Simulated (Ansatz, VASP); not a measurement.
# Al36N35 (V_N) in two plane-wave programs, part 2 of 3

One calculation is typed for both programs; each brings its own data sets. How far apart do they land? Of the first pair: The structure shown is the start of the Ansatz relaxation below; VASP solves that cell, so the two are compared at the walk's first step.

VASP 6.6.1 and Ansatz 0.2.0.

So far: The starting structure; Ansatz: relaxation, r2SCAN.

## Step 3: VASP: single point, r2SCAN, start cell, pair 1

Level of this step: r2SCAN, spin-polarised from a ferromagnetic start; plane waves and PAW (Al, N) (VASP).

The same cell, functional and mesh now go to VASP, with its own data sets.

Lines of VASP's logs that name or quote its potential files are left out, and so is its time.

File INCAR:

```
SYSTEM = Al36N35
PREC = Accurate
ENCUT = 580
EDIFF = 1E-06
NELM = 200
ISMEAR = 0
SIGMA = 0.01
LREAL = Auto
ALGO = Normal
METAGGA = R2SCAN
LASPH = .TRUE.
NBANDS = 192
ISPIN = 2
MAGMOM = -0 -0 0 0 0 0 0 0 0 0.01 0 0 -0 0.02 0 0 0.02 0.02 -0 0 0 0 0 0 -0 0 0 0 0 0.03 0 -0 0 -0 0 0 0.02 0 0 0 0 -0 0 0 0 0 0 -0 0.02 0.04 0 -0 0 -0 0.02 0.03 0 0 0 0 0 0 0 -0 -0 0 0.03 0.02 0 0 0
LORBIT = 11
LWAVE = .FALSE.
LCHARG = .FALSE.
ISIF = 2
ISYM = 0
NUPDOWN = 1
GGA_COMPAT = .FALSE.
LMIXTAU = .TRUE.
NCORE = 2
```

File POSCAR:

```
Al36N35
1.0
    9.3195655359      0.0000000860      0.0000000000
   -4.6597828424      8.0709804634      0.0000000000
    0.0000000000      0.0000000000      9.9564777190
Al N
36 35
Direct
    0.2278886759      0.1155531208      0.2482407001
    0.1066351217      0.2236803817      0.4993105132
    0.2168184240      0.1109752384      0.7501135653
    0.1111960242      0.2224800318      0.0046190312
    0.2228667735      0.4484740110      0.2531939579
    0.1062972692      0.5564792297      0.4990791061
    0.2244701953      0.4502146917      0.7513292563
    0.1051409855      0.5519435973      0.9983961478
    0.2272951551      0.7833700018      0.2492454732
    0.1082508343      0.8922166301      0.4995057630
    0.2164844177      0.7762333226      0.7510327659
    0.1090391924      0.8840628500      0.0027342281
    0.5612234731      0.1155098759      0.2482003244
    0.4467456168      0.2273582460      0.5023986535
    0.5604851015      0.1122096573      0.7468421273
    0.4463457432      0.2201650679      0.9957393849
    0.5562877823      0.4420258441      0.2538528254
    0.4495981577      0.5558187115      0.5013553127
    0.5522158559      0.4416997376      0.7537099175
    0.4423699785      0.5594580463      0.0006078737
    0.5494290186      0.7750416422      0.2489229695
    0.4385172865      0.8845020744      0.5002011897
    0.5599733758      0.7827108467      0.7520290018
    0.4495032861      0.8897932530      0.0020691334
    0.8878255993      0.1095902694      0.2447417720
    0.7717279900      0.2194725835      0.5006516502
    0.8862026166      0.1065580480      0.7529854645
    0.7726658287      0.2167338828      0.9988847744
    0.8847857609      0.4434073332      0.2459610787
    0.7719833494      0.5523651004      0.5013568192
    0.8878924870      0.4396123792      0.7467537426
    0.7811808287      0.5612143349      0.9976296116
    0.8873167018      0.7749638290      0.2451304637
    0.7752736329      0.8900825576      0.5035838116
    0.8869705679      0.7757418014      0.7542691514
    0.7770444181      0.8833412453      0.0007627477
    0.2270042145      0.1157128288      0.4379672333
    0.1162023978      0.2226461826      0.1924578203
    0.2161740644      0.1091128873      0.9409079460
    0.1115210747      0.2184816329      0.6870117318
    0.2212474109      0.4440493937      0.4354398335
    0.1086293627      0.5496364427      0.1889853072
    0.2229295798      0.4500859589      0.9410240513
    0.1098574138      0.5539027149      0.6952216633
    0.2219372998      0.7822993761      0.4428693685
    0.1144478375      0.8883328392      0.1867149259
    0.2227382619      0.7767228541      0.9452494412
    0.1126480761      0.8886019515      0.6856348392
    0.5509784305      0.1102001122      0.4435272317
    0.4412440831      0.2160528042      0.1899554294
    0.5569758870      0.1099425226      0.9358375786
    0.4474163916      0.2232373092      0.6860141902
    0.4417123454      0.5558862374      0.1946164150
    0.5601160421      0.4461716849      0.9370391079
    0.4383520022      0.5521781378      0.6912537942
    0.5537176151      0.7804098871      0.4438552593
    0.4480086106      0.8946023342      0.1885735149
    0.5595708866      0.7830720172      0.9381265407
    0.4405070254      0.8853614495      0.6939904045
    0.8914329493      0.1146134509      0.4444735503
    0.7732949090      0.2175327944      0.1929988751
    0.8902424604      0.1155523703      0.9438040505
    0.7799671008      0.2200779621      0.6868097527
    0.8926707659      0.4504277937      0.4393274533
    0.7733810129      0.5531910223      0.1868639746
    0.8861103701      0.4460659941      0.9369050244
    0.7735813123      0.5526587450      0.6867806259
    0.8930098259      0.7779591280      0.4437099268
    0.7767825169      0.8928234885      0.1931105612
    0.8899155899      0.7834214136      0.9416093989
    0.7719809938      0.8876382450      0.6895266774
```

File KPOINTS:

```
Points of the shifted mesh
1
Reciprocal
 0.2500000000  0.2500000000  0.2500000000 1
```

PAW data sets: Al and N (PBE family, release 64).

The run is started by

```sh
> mpirun -np 8 vasp_std
```

Numbers of over 12 decimals in the logs are rounded to 6 here.

The log of the run:

```text
[banner, memory and clock lines left out]
running    8 mpi-ranks, on    1 nodes
[...]
|                                                                             |
|               ----> ADVICE to this user running VASP <----                  |
|                                                                             |
|     You enforced a specific xc type in the INCAR file but a different       |
|     [... a line on the potential file left out ...]
|     I HOPE YOU KNOW WHAT YOU ARE DOING!                                     |
|                                                                             |

 LDA part: xc-table for (None), standard interpolation
 POSCAR, INCAR and KPOINTS ok, starting setup
[...]
entering main loop
       N       E                     dE             d eps       ncg     rms          rms(c)
DAV:   1     0.114568529096E+04    0.11457E+04   -0.14484E+05   768   0.151E+03
DAV:   2    -0.679037922813E+03   -0.18247E+04   -0.17499E+04   952   0.300E+02
DAV:   3    -0.826060480932E+03   -0.14702E+03   -0.14572E+03   920   0.920E+01
DAV:   4    -0.828538017541E+03   -0.24775E+01   -0.24646E+01   928   0.124E+01
[...]
DAV:  23    -0.675288383549E+03   -0.11335E-03   -0.35124E-05   800   0.190E-02    0.155E-02
DAV:  24    -0.675288403188E+03   -0.19639E-04   -0.81044E-06   880   0.814E-03    0.155E-02
DAV:  25    -0.675288402454E+03    0.73398E-06   -0.28168E-06   608   0.509E-03
   1 F= -.67528840E+03 E0= -.67528840E+03  d E =-.214551E-11  mag=     1.0000
```

Parts of OUTCAR (step 3):

```text
  FREE ENERGIE OF THE ION-ELECTRON SYSTEM (eV)
  ---------------------------------------------------
  free  energy   TOTEN  =      -675.2884024544 eV

  energy  without entropy=     -675.2884024544  energy(sigma->0) =     -675.28840245

 magnetization (x)
# of ion       s       p       d       tot
------------------------------------------
    1       -0.000  -0.000   0.000  -0.000
    2       -0.000   0.000   0.000   0.000
    3        0.000   0.000   0.000   0.000
    4        0.000   0.000   0.000   0.000
    5        0.000   0.000   0.000   0.000
    6        0.001   0.001   0.000   0.001
    7        0.001   0.002   0.000   0.003
    8        0.000   0.000   0.000   0.000
    9        0.000   0.000   0.000   0.000
   10        0.004   0.003   0.000   0.007
   11        0.000   0.000   0.000   0.000
   12        0.000   0.000   0.000   0.000
   13       -0.000  -0.001   0.000  -0.001
[...]
--------------------------------------------------
tot          0.122   0.234   0.000   0.356
```

The run ends at a pressure of 0.29 GPa, with forces up to 2.0 eV/Å.

## Step 4: Side by side

Known differences besides the potentials themselves: VASP starts from the moments at which Ansatz ended; VASP keeps PBE cores, Ansatz makes them for the functional; fixed occupations in Ansatz, narrow Gaussian smearing in VASP; the cutoff is 500 eV in Ansatz and 580 eV in VASP (PREC = Accurate, projectors in real space). Total energies have different zeros and are not compared.

Forces on 10 of the 71 atoms, those with the largest forces and the largest differences (eV/Å; atoms numbered as in POSCAR):

```
atom          Ansatz x, y, z            VASP x, y, z
Al13   -1.404, -0.596, 1.282   -1.412, -0.607, 1.280
Al14  -0.018, -0.648, -1.725  -0.006, -0.656, -1.731
Al18    -0.032, 0.666, 0.298    -0.049, 0.671, 0.309
Al23  -1.243, -1.180, -0.792  -1.249, -1.186, -0.793
Al25     0.538, 0.760, 1.450     0.537, 0.766, 1.465
Al30   -0.607, 1.078, -0.445   -0.596, 1.071, -0.462
Al36    -0.779, 1.592, 0.474    -0.786, 1.602, 0.482
 N50    0.763, 0.945, -1.397    0.764, 0.948, -1.395
 N61    0.785, 1.006, -1.018    0.794, 1.016, -1.028
 N64  -1.201, -1.219, -0.197  -1.207, -1.232, -0.197
```

The forces differ by 6.4 meV/Å r.m.s., which is 0.9 % of the r.m.s. force of 0.723 eV/Å (both taken over all components). Moments aren't recorded for both runs of this pair, so they may hold unlike magnetic states.

## Step 5: Ansatz: relaxation, r2SCAN

This run makes the geometry at which the two programs are then compared.

The structure compared here is the end of the Ansatz relaxation.

File input.yaml:

```yaml
crystal:
  lattice:
    - [9.31956554, 9.0e-08, 0.0]
    - [-4.65978284, 8.07098046, 0.0]
    - [0.0, 0.0, 9.95647772]
  atoms:
    - { symbol: Al, position: [0.22222222, 0.11111111, 0.24960167] }
    - { symbol: Al, position: [0.11111111, 0.22222222, 0.49960167] }
    - { symbol: "N", position: [0.22222222, 0.11111111, 0.44039833] }
    - { symbol: "N", position: [0.11111111, 0.22222222, 0.19039833] }
    - { symbol: Al, position: [0.22222222, 0.11111111, 0.74960167] }
    - { symbol: Al, position: [0.11111111, 0.22222222, 0.99960167] }
    - { symbol: "N", position: [0.22222222, 0.11111111, 0.94039833] }
    - { symbol: "N", position: [0.11111111, 0.22222222, 0.69039833] }
    - { symbol: Al, position: [0.22222222, 0.44444444, 0.24960167] }
    - { symbol: Al, position: [0.11111111, 0.55555556, 0.49960167] }
    - { symbol: "N", position: [0.22222222, 0.44444444, 0.44039833] }
    - { symbol: "N", position: [0.11111111, 0.55555556, 0.19039833] }
    - { symbol: Al, position: [0.22222222, 0.44444444, 0.74960167] }
    - { symbol: Al, position: [0.11111111, 0.55555556, 0.99960167] }
    - { symbol: "N", position: [0.22222222, 0.44444444, 0.94039833] }
    - { symbol: "N", position: [0.11111111, 0.55555556, 0.69039833] }
    - { symbol: Al, position: [0.22222222, 0.77777778, 0.24960167] }
    - { symbol: Al, position: [0.11111111, 0.88888889, 0.49960167] }
    - { symbol: "N", position: [0.22222222, 0.77777778, 0.44039833] }
    - { symbol: "N", position: [0.11111111, 0.88888889, 0.19039833] }
    - { symbol: Al, position: [0.22222222, 0.77777778, 0.74960167] }
    - { symbol: Al, position: [0.11111111, 0.88888889, 0.99960167] }
    - { symbol: "N", position: [0.22222222, 0.77777778, 0.94039833] }
    - { symbol: "N", position: [0.11111111, 0.88888889, 0.69039833] }
    - { symbol: Al, position: [0.55555556, 0.11111111, 0.24960167] }
    - { symbol: Al, position: [0.44444444, 0.22222222, 0.49960167] }
    - { symbol: "N", position: [0.55555556, 0.11111111, 0.44039833] }
    - { symbol: "N", position: [0.44444444, 0.22222222, 0.19039833] }
    - { symbol: Al, position: [0.55555556, 0.11111111, 0.74960167] }
    - { symbol: Al, position: [0.44444444, 0.22222222, 0.99960167] }
    - { symbol: "N", position: [0.55555556, 0.11111111, 0.94039833] }
    - { symbol: "N", position: [0.44444444, 0.22222222, 0.69039833] }
    - { symbol: Al, position: [0.55555556, 0.44444444, 0.24960167] }
    - { symbol: Al, position: [0.44444444, 0.55555556, 0.49960167] }
    - { symbol: "N", position: [0.44444444, 0.55555556, 0.19039833] }
    - { symbol: Al, position: [0.55555556, 0.44444444, 0.74960167] }
    - { symbol: Al, position: [0.44444444, 0.55555556, 0.99960167] }
    - { symbol: "N", position: [0.55555556, 0.44444444, 0.94039833] }
    - { symbol: "N", position: [0.44444444, 0.55555556, 0.69039833] }
    - { symbol: Al, position: [0.55555556, 0.77777778, 0.24960167] }
    - { symbol: Al, position: [0.44444444, 0.88888889, 0.49960167] }
    - { symbol: "N", position: [0.55555556, 0.77777778, 0.44039833] }
    - { symbol: "N", position: [0.44444444, 0.88888889, 0.19039833] }
    - { symbol: Al, position: [0.55555556, 0.77777778, 0.74960167] }
    - { symbol: Al, position: [0.44444444, 0.88888889, 0.99960167] }
    - { symbol: "N", position: [0.55555556, 0.77777778, 0.94039833] }
    - { symbol: "N", position: [0.44444444, 0.88888889, 0.69039833] }
    - { symbol: Al, position: [0.88888889, 0.11111111, 0.24960167] }
    - { symbol: Al, position: [0.77777778, 0.22222222, 0.49960167] }
    - { symbol: "N", position: [0.88888889, 0.11111111, 0.44039833] }
    - { symbol: "N", position: [0.77777778, 0.22222222, 0.19039833] }
    - { symbol: Al, position: [0.88888889, 0.11111111, 0.74960167] }
    - { symbol: Al, position: [0.77777778, 0.22222222, 0.99960167] }
    - { symbol: "N", position: [0.88888889, 0.11111111, 0.94039833] }
    - { symbol: "N", position: [0.77777778, 0.22222222, 0.69039833] }
    - { symbol: Al, position: [0.88888889, 0.44444444, 0.24960167] }
    - { symbol: Al, position: [0.77777778, 0.55555556, 0.49960167] }
    - { symbol: "N", position: [0.88888889, 0.44444444, 0.44039833] }
    - { symbol: "N", position: [0.77777778, 0.55555556, 0.19039833] }
    - { symbol: Al, position: [0.88888889, 0.44444444, 0.74960167] }
    - { symbol: Al, position: [0.77777778, 0.55555556, 0.99960167] }
    - { symbol: "N", position: [0.88888889, 0.44444444, 0.94039833] }
    - { symbol: "N", position: [0.77777778, 0.55555556, 0.69039833] }
    - { symbol: Al, position: [0.88888889, 0.77777778, 0.24960167] }
    - { symbol: Al, position: [0.77777778, 0.88888889, 0.49960167] }
    - { symbol: "N", position: [0.88888889, 0.77777778, 0.44039833] }
    - { symbol: "N", position: [0.77777778, 0.88888889, 0.19039833] }
    - { symbol: Al, position: [0.88888889, 0.77777778, 0.74960167] }
    - { symbol: Al, position: [0.77777778, 0.88888889, 0.99960167] }
    - { symbol: "N", position: [0.88888889, 0.77777778, 0.94039833] }
    - { symbol: "N", position: [0.77777778, 0.88888889, 0.69039833] }
  host:
    repeats: [3, 3, 2]
    atoms:
      - { symbol: Al, position: [0.66666667, 0.33333333, 0.49920333] }
      - { symbol: Al, position: [0.33333333, 0.66666667, 0.99920333] }
      - { symbol: "N", position: [0.66666667, 0.33333333, 0.88079667] }
      - { symbol: "N", position: [0.33333333, 0.66666667, 0.38079667] }
basis:
  ecutwfc: 500
  xc_grid: 2
hamiltonian:
  xc: r2scan
  pseudopotentials: { kind: paw, azcp: { folder: soft_1 } }
kpoints:
  mp_grid: { grid: [1, 1, 1], shift: [0.25, 0.25, 0.25] }
magnetization:
  spin_polarized: true
  initial_magnetization: 1
  spin_locking: { lock_magnetization: hard }
scf:
  occupations: { method: fixed }
  max_iter: 60
output:
  forces: true
  charged_corrections:
    epsilon: [4.49, 4.49, 4.72]
    static_epsilon: [8.15, 8.15, 9.65]
    defect_position: [0.555556, 0.444444, 0.440398]
relax:
  f_tol: 0.02
  max_steps: 80
  random_displacement: { amplitude: 0.05, seed: 6717 }
checkpoint:
  write: "../q0_M1.relax.run"
  compress: false
  write_wavefunctions: true
  write_every: 100000
```

The run is started by

```sh
> ansatz run input.yaml --threads 4 --pin off --max-ram 7536MiB --backend cpu --events-out ev --progress --plain --runs-dir out
```

The log of the run:

```text
[...]
Crystal: 71 atoms, lattice volume = 748.907 Å³
Basis set: ecut = 500 eV, 18913 PW (Γ), exchange–correlation on 144×144×150 points (8 copies of the dense FFT grid, shifted against one another)
Bands: 213, of which v1, the nominal top of the filled ones, is band 142 counted from 1 (141 counted from 0)
Symmetry: 1 space group operations
k-points: 1
[...]
Starting moments: Σ|m| = 1 μB on 71 of 71 sites
[...]
- { symbol: Al, position: [0.110257, 0.554916, 1.001469] }
    - { symbol: N, position: [0.221484, 0.444552, 0.941392] }
    - { symbol: N, position: [0.111124, 0.555683, 0.690910] }
[...]
- { symbol: Al, position: [0.887143, 0.777085, 0.250499] }
    - { symbol: Al, position: [0.777950, 0.889930, 0.500105] }
    - { symbol: N, position: [0.892359, 0.783406, 0.440069] }
    - { symbol: N, position: [0.777372, 0.888871, 0.190783] }
    - { symbol: Al, position: [0.889780, 0.779787, 0.751896] }
    - { symbol: Al, position: [0.777304, 0.889259, 1.000534] }
    - { symbol: N, position: [0.887589, 0.777425, 0.942324] }
    - { symbol: N, position: [0.777997, 0.889611, 0.691118] }
```

(Part 2 of 3 ends here.)

[Lines on the potential files, build, host, timing and source positions are cut from VASP's logs without a mark.]

[Logs are printed without paths, hosts, clocks, repeated set-up lines and the standing remarks that a program may print on its own settings, such as how far it seeks lower states.]

[Hosts, paths, dates, database ids (printed as entryN), source tags and the programs' standing remarks are cut or masked in the printed files.]
